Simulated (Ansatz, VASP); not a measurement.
Two plane-wave programs on NaCl

```
Na Cl
1.0
     0.00000    2.55954    2.55954
     2.55954    0.00000    2.55954
     2.55954    2.55954    0.00000
Na Cl
1 1
Direct
  0.00000 0.00000 0.00000
  0.50000 0.50000 0.50000
```

Alike in both runs: functional LDA; k mesh 8 × 8 × 8; no spin polarisation.

Ansatz relaxed the structure, and its values are those at the end. VASP's run is a single point on that final structure, the one shown.

|  | VASP | Ansatz |
| --- | --- | --- |
| version | VASP 6.6.1 | Ansatz 0.2.0 |
| potentials or method | VASP PAW LDA potentials, release 64 (Na_pv, Cl) | PAW with Ansatz's default frozen-core files, scalar-relativistic |
| plane-wave cutoff (eV) | 520 | 420 |
| occupations | gaussian, width 0.01 eV | fixed |
| valence electrons in the cell | 14 | 16 |

Ansatz gave:

* pressure (GPa): 10.0

Problem. What did VASP give for the same quantities?

Solution. Pressure (GPa): 10.1.

The two sets of potentials don't hold the same shells in valence.
